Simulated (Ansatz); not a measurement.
Stability checks on a candidate for KMgF₃

The cell was relaxed from a distorted copy of a database structure.

All numbers below come from DFT PBE, scalar-relativistic, plane waves, PAW (Ansatz). The final run on the 5-atom cell used 420 eV, a Γ-centred 6×6×6 mesh, 0.02 eV smearing and no spin polarisation.

```cif
data_structure
_symmetry_space_group_name_H-M 'Pm-3m'
_symmetry_Int_Tables_number 221
_cell_length_a 4.0536
_cell_length_b 4.0536
_cell_length_c 4.0536
_cell_angle_alpha 90.000
_cell_angle_beta 90.000
_cell_angle_gamma 90.000
_cell_volume 66.61
loop_
_atom_site_label
_atom_site_type_symbol
_atom_site_symmetry_multiplicity
_atom_site_Wyckoff_symbol
_atom_site_fract_x
_atom_site_fract_y
_atom_site_fract_z
_atom_site_occupancy
K1 K 1 b 0.50000 0.50000 0.50000 1
Mg1 Mg 1 a 0.00000 0.00000 0.00000 1
F1 F 3 d 0.00000 0.50000 0.00000 1
```

Formation energies are uncorrected and refer to the elements' standard structures at the same level (F₂ as a molecule).

Q: These tests were run: energy against the elements; phonons on a 2×2×2 q mesh; elastic tensor. What do they show?

A:

| test | result |
| --- | --- |
| energy against the elements | −3.274 eV/atom |
| phonons on a 2×2×2 q mesh | no imaginary mode on the mesh |
| elastic tensor | least eigenvalue 44 GPa |

It fails none of these tests. Competing phases weren't compared here.

The run for the phonons used a 6×6×6 k mesh. The run for the elastic tensor used a 6×6×6 k mesh.
